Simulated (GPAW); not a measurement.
# W (Fm-3m) in GPAW: further runs

The runs below take W through G0W0 quasiparticle levels, with PBE.

Program: GPAW 26.7.0. These are calculated values, not measurements. Logs are shortened: lines on timing, memory, paths and dates and some standing lists are left out, and cuts for length are marked. The log counts tension as positive stress, the text compression.

## Step 1: The structure

It takes space group Fm-3m (No. 225, cubic). Conventional cell: a = 4.060 Å, b = 4.060 Å, c = 4.060 Å, α = 90.00°, β = 90.00°, γ = 90.00°. W (site symmetry m-3m) has 12 W at 2.87 Å as nearest neighbours.

This isn't the form of W at room conditions, which is bcc.

## Step 2: G0W0 quasiparticle levels, PBE

Input file run.py:

```python
import json
import numpy as np
import spglib
from ase import Atoms
from ase.dft.bandgap import bandgap
from ase.io import read, write
from gpaw import GPAW, PW
from gpaw.response.g0w0 import G0W0

atoms = read('W.cif')
cell, positions, numbers = spglib.find_primitive(
    (atoms.cell[:], atoms.get_scaled_positions(), atoms.numbers), symprec=1e-4)
atoms = Atoms(numbers, cell=cell, scaled_positions=positions, pbc=True)

calc = GPAW(mode=PW(500),
            xc='PBE',
            kpts={'size': (3, 3, 3), 'gamma': True},
            occupations={'name': 'fermi-dirac', 'width': 0.05},
            setups={'W': '6'},
            nbands=-9,
            convergence={'density': 1e-06},
            maxiter=60,
            txt='gpaw.txt')
atoms.calc = calc
energy = atoms.get_potential_energy()
calc.write('gs.gpw')
write('result.traj', atoms)
print(f'Energy: {energy:.6f} eV')
print('Fermi level:', round(calc.get_fermi_level(), 4), 'eV')
print(f'Gap: {bandgap(calc)[0]:.4f} eV, direct: {bandgap(calc, direct=True)[0]:.4f} eV')

calc.diagonalize_full_hamiltonian(nbands=31)
calc.write('full.gpw', mode='all')

ibz = calc.get_ibz_k_points()
gamma = int(np.abs(ibz).sum(1).argmin())
kpts = [gamma]
gw = G0W0(calc='full.gpw',
          filename='gw',
          ecut=80,
          ecut_extrapolation=True,
          kpts=kpts,
          integrate_gamma='WS',
          bands=(9, 15),
          frequencies={'type': 'nonlinear', 'domega0': 0.05, 'omega2': 10},
          eta=0.3)
gw.calculate()
results = {mode: {key: np.asarray(r[key]).tolist() for key in ['f', 'eps', 'vxc', 'exx', 'sigma', 'Z', 'qp', 'sigma_eskn']}
           for mode, r in gw.all_results.items()}
json.dump({'kpts': ibz[kpts].tolist(), 'results': results}, open('gw.json', 'w'))
for mode, r in results.items():
    f, qp = np.array(r['f']), np.array(r['qp'])
    print(mode, 'quasiparticle energies (eV):')
    print(qp.round(3))
```

Input file W.cif:

```cif
data_W
_cell_length_a 4.06000000
_cell_length_b 4.06000000
_cell_length_c 4.06000000
_cell_angle_alpha 90.00000000
_cell_angle_beta 90.00000000
_cell_angle_gamma 90.00000000
_space_group_name_H-M_alt 'Fm-3m'
_space_group_name_Hall '-F 4 2 3'
_space_group_IT_number 225
loop_
_space_group_symop_operation_xyz
'x,y,z'
'-x,-y,-z'
'-y,x,z'
'y,-x,-z'
'-x,-y,z'
'x,y,-z'
'y,-x,z'
'-y,x,-z'
'x,-y,-z'
'-x,y,z'
'-y,-x,-z'
'y,x,z'
'-x,y,-z'
'x,-y,z'
'y,x,-z'
'-y,-x,z'
'z,x,y'
'-z,-x,-y'
'z,-y,x'
'-z,y,-x'
'z,-x,-y'
'-z,x,y'
'z,y,-x'
'-z,-y,x'
'-z,x,-y'
'z,-x,y'
'-z,-y,-x'
'z,y,x'
'-z,-x,y'
'z,x,-y'
'-z,y,x'
'z,-y,-x'
'y,z,x'
'-y,-z,-x'
'x,z,-y'
'-x,-z,y'
'-y,z,-x'
'y,-z,x'
'-x,z,y'
'x,-z,-y'
'-y,-z,x'
'y,z,-x'
'-x,-z,-y'
'x,z,y'
'y,-z,-x'
'-y,z,x'
'x,-z,y'
'-x,z,-y'
'x,y+1/2,z+1/2'
'-x,-y+1/2,-z+1/2'
'-y,x+1/2,z+1/2'
[... 62 lines left out ...]
'-z+1/2,-x,-y+1/2'
'z+1/2,-y,x+1/2'
'-z+1/2,y,-x+1/2'
'z+1/2,-x,-y+1/2'
'-z+1/2,x,y+1/2'
'z+1/2,y,-x+1/2'
'-z+1/2,-y,x+1/2'
'-z+1/2,x,-y+1/2'
'z+1/2,-x,y+1/2'
'-z+1/2,-y,-x+1/2'
'z+1/2,y,x+1/2'
'-z+1/2,-x,y+1/2'
'z+1/2,x,-y+1/2'
'-z+1/2,y,x+1/2'
'z+1/2,-y,-x+1/2'
'y+1/2,z,x+1/2'
'-y+1/2,-z,-x+1/2'
'x+1/2,z,-y+1/2'
'-x+1/2,-z,y+1/2'
'-y+1/2,z,-x+1/2'
'y+1/2,-z,x+1/2'
'-x+1/2,z,y+1/2'
'x+1/2,-z,-y+1/2'
'-y+1/2,-z,x+1/2'
'y+1/2,z,-x+1/2'
'-x+1/2,-z,-y+1/2'
'x+1/2,z,y+1/2'
'y+1/2,-z,-x+1/2'
'-y+1/2,z,x+1/2'
'x+1/2,-z,y+1/2'
'-x+1/2,z,-y+1/2'
'x+1/2,y+1/2,z'
'-x+1/2,-y+1/2,-z'
'-y+1/2,x+1/2,z'
'y+1/2,-x+1/2,-z'
'-x+1/2,-y+1/2,z'
'x+1/2,y+1/2,-z'
'y+1/2,-x+1/2,z'
'-y+1/2,x+1/2,-z'
'x+1/2,-y+1/2,-z'
'-x+1/2,y+1/2,z'
'-y+1/2,-x+1/2,-z'
'y+1/2,x+1/2,z'
'-x+1/2,y+1/2,-z'
'x+1/2,-y+1/2,z'
'y+1/2,x+1/2,-z'
'-y+1/2,-x+1/2,z'
'z+1/2,x+1/2,y'
'-z+1/2,-x+1/2,-y'
'z+1/2,-y+1/2,x'
'-z+1/2,y+1/2,-x'
'z+1/2,-x+1/2,-y'
'-z+1/2,x+1/2,y'
'z+1/2,y+1/2,-x'
'-z+1/2,-y+1/2,x'
'-z+1/2,x+1/2,-y'
'z+1/2,-x+1/2,y'
'-z+1/2,-y+1/2,-x'
'z+1/2,y+1/2,x'
'-z+1/2,-x+1/2,y'
'z+1/2,x+1/2,-y'
'-z+1/2,y+1/2,x'
'z+1/2,-y+1/2,-x'
'y+1/2,z+1/2,x'
'-y+1/2,-z+1/2,-x'
'x+1/2,z+1/2,-y'
'-x+1/2,-z+1/2,y'
'-y+1/2,z+1/2,-x'
'y+1/2,-z+1/2,x'
'-x+1/2,z+1/2,y'
'x+1/2,-z+1/2,-y'
'-y+1/2,-z+1/2,x'
'y+1/2,z+1/2,-x'
'-x+1/2,-z+1/2,-y'
'x+1/2,z+1/2,y'
'y+1/2,-z+1/2,-x'
'-y+1/2,z+1/2,x'
'x+1/2,-z+1/2,y'
'-x+1/2,z+1/2,-y'
loop_
_atom_site_label
_atom_site_type_symbol
_atom_site_symmetry_multiplicity
_atom_site_Wyckoff_symbol
_atom_site_fract_x
_atom_site_fract_y
_atom_site_fract_z
_atom_site_occupancy
W1 W 4 a 0.0000000000 0.0000000000 0.0000000000 1
```

Potentials or basis: GPAW PAW data sets (gpaw-data 1.2.1), other valence, pw.

Run with:

```sh
OMP_NUM_THREADS=1 python run.py
```

gpaw.txt:

```text
__  _  _
 | _ |_)|_||  |
 |__||  | ||/\| - 26.7.0

Input parameters:
  mode=PW(ecut=500.0),
  convergence={'density': 1e-06},
  kpts=MonkhorstPack(size=(3, 3, 3), gamma=True),
  maxiter=60,
  nbands=-9,
  occupations=Occupations(name='fermi-dirac', width=0.05),
  setups={'W': '6'},
  xc=XC(name='PBE')

Diagonalizing LCAO Hamiltonian
Converting LCAO to pw mode

       W

Atoms  # Å, Bohr magnetons
|   | symbol |        x |        y |        z |    initial magnetic moments |
|---|--------|----------|----------|----------|-----------------------------|
| 0 |      W | 0.000000 | 0.000000 | 0.000000 | ( 0.0000,  0.0000,  0.0000) |

Unit cell  # Å
| periodic |        x |        y |        z |  lengths |    angles |
|----------|----------|----------|----------|----------|-----------|
|      yes | 0.000000 | 2.030000 | 2.030000 | 2.870854 | 60.000000 |
|      yes | 2.030000 | 0.000000 | 2.030000 | 2.870854 | 60.000000 |
|      yes | 2.030000 | 2.030000 | 0.000000 | 2.870854 | 60.000000 |

Number of symmetries: 48
Symmetry operations  # r_c * U_cc + t_c -> r_c
|    | kind |            matrix            |
|----|------|------------------------------|
|  0 |  σ   |  1, 0, 0,  1, 0,-1,  1,-1, 0 |
|  1 |  C2  |  1, 0, 0,  1,-1, 0,  1, 0,-1 |
|  2 |  E   |  1, 0, 0,  0, 1, 0,  0, 0, 1 |
|  3 |  σ   |  1, 0, 0,  0, 0, 1,  0, 1, 0 |
|  4 |  C4  |  1, 0,-1,  1, 0, 0,  1,-1, 0 |
|  5 |  S6  |  1, 0,-1,  1,-1, 0,  1, 0, 0 |
|  6 |  σ   |  1, 0,-1,  0, 1,-1,  0, 0,-1 |
|  7 |  C3  |  1, 0,-1,  0, 0,-1,  0, 1,-1 |
|  8 |  S6  |  1,-1, 0,  1, 0, 0,  1, 0,-1 |
|  9 |  C4  |  1,-1, 0,  1, 0,-1,  1, 0, 0 |
| 10 |  C3  |  1,-1, 0,  0,-1, 1,  0,-1, 0 |
| 11 |  σ   |  1,-1, 0,  0,-1, 0,  0,-1, 1 |
| 12 |  σ   |  0, 1, 0,  1, 0, 0,  0, 0, 1 |
| 13 |  C4  |  0, 1, 0,  0, 1,-1, -1, 1, 0 |
| 14 |  C3  |  0, 1, 0,  0, 0, 1,  1, 0, 0 |
| 15 |  S6  |  0, 1, 0, -1, 1, 0,  0, 1,-1 |
| 16 |  C2  |  0, 1,-1,  1, 0,-1,  0, 0,-1 |
| 17 |  σ   |  0, 1,-1,  0, 1, 0, -1, 1, 0 |
| 18 |  S4  |  0, 1,-1,  0, 0,-1,  1, 0,-1 |
| 19 |  C4  |  0, 1,-1, -1, 1, 0,  0, 1, 0 |
| 20 |  C3  |  0, 0, 1,  1, 0, 0,  0, 1, 0 |
| 21 |  σ   |  0, 0, 1,  0, 1, 0,  1, 0, 0 |
| 22 |  S6  |  0, 0, 1,  0,-1, 1, -1, 0, 1 |
| 23 |  C4  |  0, 0, 1, -1, 0, 1,  0,-1, 1 |
| 24 |  S4  |  0, 0,-1,  1, 0,-1,  0, 1,-1 |
| 25 |  C3  |  0, 0,-1,  0, 1,-1,  1, 0,-1 |
| 26 |  C2  |  0, 0,-1,  0,-1, 0, -1, 0, 0 |
| 27 |  S6  |  0, 0,-1, -1, 0, 0,  0,-1, 0 |
| 28 |  S4  |  0,-1, 1,  1,-1, 0,  0,-1, 0 |
| 29 |  C4  |  0,-1, 1,  0, 0, 1, -1, 0, 1 |
| 30 |  C2  |  0,-1, 1,  0,-1, 0,  1,-1, 0 |
| 31 |  σ   |  0,-1, 1, -1, 0, 1,  0, 0, 1 |
| 32 |  C3  |  0,-1, 0,  1,-1, 0,  0,-1, 1 |
| 33 |  S6  |  0,-1, 0,  0, 0,-1, -1, 0, 0 |
| 34 |  S4  |  0,-1, 0,  0,-1, 1,  1,-1, 0 |
| 35 |  C2  |  0,-1, 0, -1, 0, 0,  0, 0,-1 |
| 36 |  C2  | -1, 1, 0,  0, 1, 0,  0, 1,-1 |
| 37 |  S6  | -1, 1, 0,  0, 1,-1,  0, 1, 0 |
| 38 |  S4  | -1, 1, 0, -1, 0, 1, -1, 0, 0 |
| 39 |  C3  | -1, 1, 0, -1, 0, 0, -1, 0, 1 |
| 40 |  S6  | -1, 0, 1,  0, 0, 1,  0,-1, 1 |
| 41 |  C2  | -1, 0, 1,  0,-1, 1,  0, 0, 1 |
| 42 |  C3  | -1, 0, 1, -1, 1, 0, -1, 0, 0 |
| 43 |  S4  | -1, 0, 1, -1, 0, 0, -1, 1, 0 |
| 44 |  C2  | -1, 0, 0,  0, 0,-1,  0,-1, 0 |
| 45 |  i   | -1, 0, 0,  0,-1, 0,  0, 0,-1 |
| 46 |  σ   | -1, 0, 0, -1, 1, 0, -1, 0, 1 |
| 47 |  C2  | -1, 0, 0, -1, 0, 1, -1, 1, 0 |

BZ-sampling:
  Number of BZ points: 27
  Number of IBZ points: 4

  Monkhorst-Pack size: [3, 3, 3]
  Monkhorst-Pack shift: [0, 0, 0]

K-points  # in reciprocal-cell coordinates
|   |                                coordinates |     weight |
|---|--------------------------------------------|------------|
| 0 | (  0.00000000,   0.00000000,   0.00000000) | 0.03703704 |
| 1 | (  0.33333333,   0.33333333,  -0.33333333) | 0.44444444 |
| 2 | (  0.33333333,   0.33333333,   0.00000000) | 0.22222222 |
| 3 | (  0.33333333,   0.33333333,   0.33333333) | 0.29629630 |

Plane wave coefficients: 432
Cutoff: 500.0 eV

Spin-components: 1 (collinear spins)
Bands:           12
Projectors:      6
Spin-degeneracy: 2
Datatype:        complex128

Density:
  Valence electrons: 6.0
  Components: 1
  Grid points: [15 15 15]
  Charge: 0.0  # |e|

Potential:
  Grid points: [15 15 15]

species:
  W:
    name:    Tungsten
    Z:       74.0
    valence: 6
    core:    68
    charge:  0.0  # [|e|]
    compensation charges:
      type: gauss
      rc: 0.47  # [Å]
      lmax: 2
    cutoffs:
      filter: 2.63  # [Å]
      core: 3.38  # [Å]
    projectors
    | kind |    occ | energy [eV] | rcut [Å] |
    |------|--------|-------------|----------|
    |   6s |  2.000 |      -5.697 |    1.482 |
    |   6p |  0.000 |      -1.367 |    1.482 |
    |   5d |  4.000 |      -4.494 |    1.482 |
    |    s |        |      21.515 |    1.482 |
    |    p |        |      25.844 |    1.482 |
    |    d |        |      22.717 |    1.482 |

    Using partial waves for W as LCAO basis

Reference energy: -438771.671668  # eV

eigensolver:
  PPCG
  Converge bands: occupied
  niter=2

density mixing:
  MSR1-Mixer
  Pratt-step length: 0.05
  Maximum mixing coefficient: 0.75
  Old densities: 10
  SVD Regularization: 0.005
  Good broyden scale: 1.0
  Trust region scale: 1.0
  Backstep threshold: 4.0
  History deletion threshold: 6.0
  Fourier metric: weight=20.0, sigma=0.015

occupation numbers:
  Fermi-Dirac:
    width: 0.0500  # eV

poisson solver:
  ecut: 4000.0  # eV

xc functional:
  name: PBE with 2 nearest neighbor stencil

convergence criteria:
- Maximum integral of absolute [dens]ity change: 1e-06 electrons / valence electron
- Maximum [total energy] change in last 3 cyles: 0.0005 eV / valence electron
- Maximum integral of absolute [eigenst]ate change: 4e-08 eV^2 / valence electron
maximum number of iterations: 60

SCF iterations
|iter     | |      energy | eigst |  dens |
|---------|-|-------------|-------|-------|
|iter:   1| |  -10.550784 | +0.16 |       |
|iter:   2| |  -10.531235 | -2.01 | -0.90 |
|iter:   3| |  -10.437399 | -1.90 | -0.93 |
|iter:   4| |  -10.438757 | -3.04 | -1.63 |
|iter:   5| |  -10.439644c| -3.24 | -2.22 |
|iter:   6| |  -10.439641c| -6.21 | -3.12 |
|iter:   7| |  -10.439638c| -7.06 | -3.61 |
|iter:   8| |  -10.439638c| -7.84c| -4.48 |
|iter:   9| |  -10.439638c| -8.46c| -4.94 |
|iter:  10| |  -10.439638c| -8.82c| -6.24c|

Converged in 10 steps
Energy contributions relative to reference atoms: (reference = -438771.671668)

Energy contributions:
  Kinetic:           5.076511
  Coulomb:          -6.628215
  Zero:              0.260850
  External:          0.000000
  Xc:               -9.134227
  Entropy:          -0.029114
  Spinorbit:         0.000000
  ----------------------------
  Free energy:     -10.454195
  Extrapolated:    -10.439638

dipole moment: (-11.870556, -11.870556, -11.870556)  # |e|*Ang

Fermi level: 10.890
Eigenvalues  # (at kpt = [0.000, 0.000, 0.000])
| band index |      eig [eV] | occ [0-2] |
|------------|---------------|-----------|
|          0 |         2.277 |     2.000 |
|          1 |        10.665 |     1.978 |
|          2 |        10.665 |     1.978 |
|          3 |        10.665 |     1.978 |
|          4 |        13.692 |     0.000 |
|          5 |        13.692 |     0.000 |
|          6 |        25.242 |     0.000 |
|          7 |        30.401 |     0.000 |
|          8 |        30.401 |     0.000 |
|          9 |        30.401 |     0.000 |
|         10 |        33.650 |     0.000 |
|         11 |        44.610 |     0.000 |

No gap
No difference between direct/indirect transitions
# Writing to gs.gpw (mode='')

Matrix size: 432x432
# Writing to full.gpw (mode='all')
```

Wall time 13 s (1 thread of Arm Neoverse V2, shared host); peak memory 0.22 GiB.

The run converged, but some of its settings lie outside the range that counts as converged, so its numbers aren't taken as properties of the crystal.

Results:

```
Free energy            : -10.4542 eV
Band gap on the k mesh : none (metal or under the smearing width)
```

Caveat: the k mesh is coarse (spacing up to 0.89 Å⁻¹), so the values aren't converged; the extrapolation in the response cutoff is poor; G0W0 is unreliable with partly filled bands; the k mesh is too small for a converged quasiparticle gap; the long-wavelength limit can be off by several per cent where d states take part.

[end of part 1 of 2]
